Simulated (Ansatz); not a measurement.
# SiC: the cost of one run

Computed with Ansatz 0.2.0 (DFT PBE, scalar-relativistic, plane waves, PAW, unless a step's input says otherwise).

The COD entry's cell or inner coordinates are ideal or old and differ from later refinements, so a difference from it is no clean test against experiment.

1 further run of the same task is left out (set aside as unsound or not needed).

### 1 The system as given

Symmetry: F-43m, No. 216, cubic system. Conventional cell: a = 4.380 Å, b = 4.380 Å, c = 4.380 Å, α = 90.00°, β = 90.00°, γ = 90.00°. Si (site symmetry -43m) has 4 C at 1.90 Å in its first shell of neighbours. C (site symmetry -43m) is surrounded by 4 Si at 1.90 Å.

Coordinates:

```
Si C
1.0
     0.00000    2.18986    2.18986
     2.18986    0.00000    2.18986
     2.18986    2.18986    0.00000
Si C
1 1
Direct
  0.00000 0.00000 0.00000
  0.75000 0.75000 0.75000
```

It is the result of an earlier relaxation at this level (volume 10.50 Å³/atom; gap on the mesh: 1.37 eV).

### 2 Cutting the slab

Planes are indexed in the bulk's conventional cell (F-43m (No. 216)), a = 4.380 Å, b = 4.380 Å, c = 4.380 Å, α = 90.00°, β = 90.00°, γ = 90.00°.

A (110) slab, 6.2 Å thick as cut, with 17 Å of vacuum, in a 2×2 surface cell; its outer planes are SiC (top) and SiC (bottom).

The slab as cut. Its planes from the bottom up:

```
plane  atoms per cell  height over the lowest (Å)
    1           Si4C4                        0.00
    2           Si4C4                        1.55
    3           Si4C4                        3.10
    4           Si4C4                        4.65
    5           Si4C4                        6.19
```

### 3 Relaxing the clean slab

input.yaml reads:

```yaml
crystal:
  lattice:
    - [6.1938710141, 0.0, 0.0]
    - [0.0, 8.7594563917, 0.0]
    - [0.0, 0.0, 23.1938710141]
  atoms:
    - { symbol: Si, position: [0.25, 0.75, 0.3664761262] }
    - { symbol: Si, position: [0.25, 0.25, 0.3664761262] }
    - { symbol: Si, position: [0.75, 0.75, 0.3664761262] }
    - { symbol: Si, position: [0.75, 0.25, 0.3664761262] }
    - { symbol: C, position: [0.5, 0.125, 0.3664761262] }
    - { symbol: C, position: [0.5, 0.625, 0.3664761262] }
    - { symbol: C, position: [0.0, 0.125, 0.3664761262] }
    - { symbol: C, position: [0.0, 0.625, 0.3664761262] }
    - { symbol: Si, position: [0.5, 0.5, 0.4332380631] }
    - { symbol: Si, position: [0.5, 0.0, 0.4332380631] }
    - { symbol: Si, position: [0.0, 0.5, 0.4332380631] }
    - { symbol: Si, position: [0.0, 0.0, 0.4332380631] }
    - { symbol: C, position: [0.75, 0.875, 0.4332380631] }
    - { symbol: C, position: [0.75, 0.375, 0.4332380631] }
    - { symbol: C, position: [0.25, 0.875, 0.4332380631] }
    - { symbol: C, position: [0.25, 0.375, 0.4332380631] }
    - { symbol: Si, position: [0.75, 0.25, 0.5] }
    - { symbol: Si, position: [0.75, 0.75, 0.5] }
    - { symbol: Si, position: [0.25, 0.25, 0.5] }
    - { symbol: Si, position: [0.25, 0.75, 0.5] }
    - { symbol: C, position: [0.0, 0.625, 0.5] }
    - { symbol: C, position: [0.0, 0.125, 0.5] }
    - { symbol: C, position: [0.5, 0.625, 0.5] }
    - { symbol: C, position: [0.5, 0.125, 0.5] }
    - { symbol: Si, position: [0.0, 0.0, 0.5667619369] }
    - { symbol: Si, position: [0.0, 0.5, 0.5667619369] }
    - { symbol: Si, position: [0.5, 0.0, 0.5667619369] }
    - { symbol: Si, position: [0.5, 0.5, 0.5667619369] }
    - { symbol: C, position: [0.25, 0.375, 0.5667619369] }
    - { symbol: C, position: [0.25, 0.875, 0.5667619369] }
    - { symbol: C, position: [0.75, 0.375, 0.5667619369] }
    - { symbol: C, position: [0.75, 0.875, 0.5667619369] }
    - { symbol: Si, position: [0.25, 0.75, 0.6335238738] }
    - { symbol: Si, position: [0.25, 0.25, 0.6335238738] }
    - { symbol: Si, position: [0.75, 0.75, 0.6335238738] }
    - { symbol: Si, position: [0.75, 0.25, 0.6335238738] }
    - { symbol: C, position: [0.5, 0.125, 0.6335238738] }
    - { symbol: C, position: [0.5, 0.625, 0.6335238738] }
    - { symbol: C, position: [0.0, 0.125, 0.6335238738] }
    - { symbol: C, position: [0.0, 0.625, 0.6335238738] }
basis:
  ecutwfc: 420
kpoints:
  mp_grid: { grid: [5, 3, 1] }
hamiltonian:
  xc: pbe
scf:
  occupations: { method: gaussian, width: 0.05 }
output:
  forces: true
  eigenvalues: true
  write_density: true
  write_potential: true
  elf: true
  volumetric_format: npy
relax:
  adjacent_minimum: "off"
  f_tol: 0.03
  max_steps: 70
  constraints: [{ sites: [0, 1, 2, 3, 4, 5, 6, 7, 8, 9, 10, 11, 12, 13, 14, 15] }]
efield:
  axis: 3
  dipole_correction: true
  ramp_width: 0.04
```

Launch:

```sh
ansatz run input.yaml --threads 4 --pin off --max-ram 12288MiB --backend cpu --events-out ev --progress --plain --runs-dir out
```

What time and memory should one allow on 4 threads of AMD EPYC 9R45 (Zen 5), shared host?

About 62 s, with a peak of 3.2 GiB.
